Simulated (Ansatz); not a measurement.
CdS

Level of theory: DFT, PBE, scalar-relativistic, no spin polarisation; plane waves to 420 eV with PAW datasets (Ansatz 0.2.0), Γ-centred 10×10×6 mesh, 0.05 eV Gaussian smearing. The datasets are Ansatz's generated set soft_2.

```
Cd S
1.0
     4.19703    0.00000    0.00000
    -2.09851    3.63473    0.00000
     0.00000    0.00000    6.82788
Cd S
2 2
Cartesian
  0.0000 2.4232 0.0285
  2.0985 1.2116 3.4424
  0.0000 2.4232 2.6003
  2.0985 1.2116 6.0142
```

The chain of runs began from a cell as deposited in COD, expanded in volume.

The run above is the reference. The same cell was run again with other input settings; several of them aren't fit for production, so the rows show the settings' effect and aren't properties of the material.

```tsv
keys changed	outcome	ΔE (meV/atom)	P (GPa)	gap on the mesh (eV)	cell moment (μB)	largest force component (eV/Å)	SCF iterations	rough core-seconds	new warnings
none (reference)	converged	0.0	0.0	1.11	–	0.001	–	–	–
scf.n_extra_bands: 2; scf.occupations.method: "gaussian" → "methfessel_paxton"; scf.occupations.width: 0.05 → 0.005	converged	0.0	0.0	1.11	–	0.001	6	14	–
scf.occupations.method: "gaussian" → "fermi_dirac"; scf.occupations.width: 0.05 → 0.01	converged	0.0	0.0	1.11	–	0.001	6	10	–
```

These changes also left energy (to 0.1 meV/atom), pressure, gap, moment and forces as in the reference: basis.xc_grid: 2; scf.algorithm: "density_mixing"; scf.occupations.width: 0.05 → 0.1 | scf.occupations.method: "gaussian" → "cold"; scf.occupations.width: 0.05 → 0.01; basis.ecutrho_ratio: 4 → 9 | scf.mixing.preconditioner: "resta"; scf.mixing.algorithm: "broyden"; scf.mixing.beta: 0.5; scf.mixing.ndim: 8 | basis.xc_grid: 1.

ΔE is the energy with the smearing extrapolated to zero. It is left out where the change alters the Hamiltonian or the spin treatment. The varied runs start from atomic densities (corrected by the program's trained start where that serves), with the default search for lower states unless a row changes it.

**Question.** What happens with these changes: scf.occupations.width: 0.05 → null; scf.occupations.method: "gaussian" → "tetrahedron_uncorrected"; basis.ecutwfc: 420 → "36.7 Ry"; kpoints.mp_grid.grid: [10, 10, 6] → [7, 7, 4]?

**Answer.** outcome converged, ΔE (meV/atom) -1.0, P (GPa) 0.0, gap on the mesh (eV) 1.11, largest force component (eV/Å) 0.001, SCF iterations 6, rough core-seconds 10, new warnings band table not solved further.

Of the reference: Semilocal functionals underestimate band gaps, commonly by a third or more. The relaxed cell is 5 % larger in volume than the cell of this structure in the Crystallography Open Database (24.88 Å³/atom, 1993).
